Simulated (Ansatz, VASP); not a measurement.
# Mn in VASP and in Ansatz

```xyz
1
Lattice="-1.3633 1.3633 1.3633 1.3633 -1.3633 1.3633 1.3633 1.3633 -1.3633" Properties=species:S:1:pos:R:3 pbc="T T T"
Mn    0.0000    0.0000    0.0000
```

Alike in both runs: functional LDA; k mesh 15 × 15 × 15; occupations fermi-dirac, width 0.1 eV; no spin polarisation.

Ansatz relaxed the structure, and its values are those at the end. VASP's run is a single point on that final structure, the one shown.

|  | VASP | Ansatz |
| --- | --- | --- |
| version | VASP 6.6.1 | Ansatz 0.2.0 |
| potentials or method | VASP PAW LDA potentials, release 64 (Mn_pv) | plane waves (420 eV) with PAW, scalar-relativistic |
| plane-wave cutoff (eV) | 520 | 420 |
| valence electrons in the cell | 13 | 15 |

```tsv
	VASP	Ansatz	Ansatz less VASP
pressure (GPa)	0.4	0.0	-0.42
```

The two sets of potentials don't hold the same shells in valence. Ansatz warned: «pseudo_functional_mismatch».

Caveats: the run has no spin polarisation, though such a crystal can be magnetic. Spin polarisation is off, so any magnetic state and its effect on volume and gap are missing.
